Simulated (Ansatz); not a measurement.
Start from GeTe (space group R3m, No. 160).

```yaml
crystal:
  lattice:
    - [2.08110, 1.20152, 3.48782]
    - [-2.08110, 1.20152, 3.48782]
    - [0.00000, -2.40305, 3.48782]
  atoms:
    - { symbol: Ge, position: [0.23834, 0.23834, 0.23834] }
    - { symbol: Te, position: [0.76166, 0.76166, 0.76166] }
```

Computed with DFT with PBEsol, PAW potentials and a 420 eV plane-wave cutoff in Ansatz (a program for electronic structure), no SOC.

For the base:

The pressure comes out as -0.01 GPa.

One thing is altered: an isotropic linear strain of −1.23 %, atoms relaxed at fixed cell.

Problem. Estimate the effect on the energy relative to the base, pressure and largest internal atomic displacement.

Solution. The energy goes up by 5.4 meV/atom; the pressure (mean of the normal stresses, compression positive) goes up by 1.895 GPa (-0.01 GPa → 1.89 GPa); the largest internal atomic displacement amounts to 0.019 Å.

Stability against distortions was not tested.
